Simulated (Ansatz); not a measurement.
# CuO under changes of volume

One of the cells (9.482 Å³/atom); the others are scaled copies at fixed shape and fractional positions:

```
CELL_PARAMETERS angstrom
0.00000 2.11656 2.11656
2.11656 0.00000 2.11656
2.11656 2.11656 0.00000
ATOMIC_POSITIONS crystal
Cu 0.02950 0.02810 0.90803
O 0.47050 0.47190 0.59197
```

The cell comes from a database or a generator and needn't be the stable form of this composition.

| Item | Value |
| --- | --- |
| Program | Ansatz 0.2.0 |
| Functional | PBEsol |
| Potentials or basis | Ansatz PAW |
| Cutoff | 420 eV (not typed: the program's choice for these potentials) |
| k mesh | 11 × 11 × 11 |
| Occupations | fermi-dirac, width 0.05 eV |
| Spin | no spin polarisation |

```tsv
volume (Å³/atom)	energy over the lowest point (meV/atom)	pressure (GPa)	largest force (eV/Å)
8.913	69.05	24.5	1.257
9.103	43.68	18.8	1.085
9.292	?	?	?
9.482	11.57	9.1	0.778
9.671	3.42	4.9	0.641
9.861	0.00	1.2	0.515
10.051	0.71	-2.1	0.398
```

What does the run at 9.292 Å³/atom give?

Energy over the lowest point 24.72 meV/atom; pressure 13.6 GPa; largest force 0.925 eV/Å.

Worked out: A Birch-Murnaghan fit of order 3 (a polynomial in V^(-2/3)) to the other rows has its minimum at 9.92 Å³/atom with B0 = V·E''(V) = 179 GPa and B' = 4.4 at fixed shape and positions, which overstates the stiffness. It gives 24.80 meV/atom at 9.292 Å³/atom, against the run's 24.72, and -dE/dV = 13.5 GPa, against 13.6.

Energies are extrapolated to zero smearing.

Caveats: an odd number of electrons without spin polarisation forces a metal; a magnetic or distorted state may lie lower; the run has no spin polarisation, though such a crystal can be magnetic; the PAW data sets come from PBE, with cores solved anew for the run's functional, which leaves a small shift of forces and pressure.
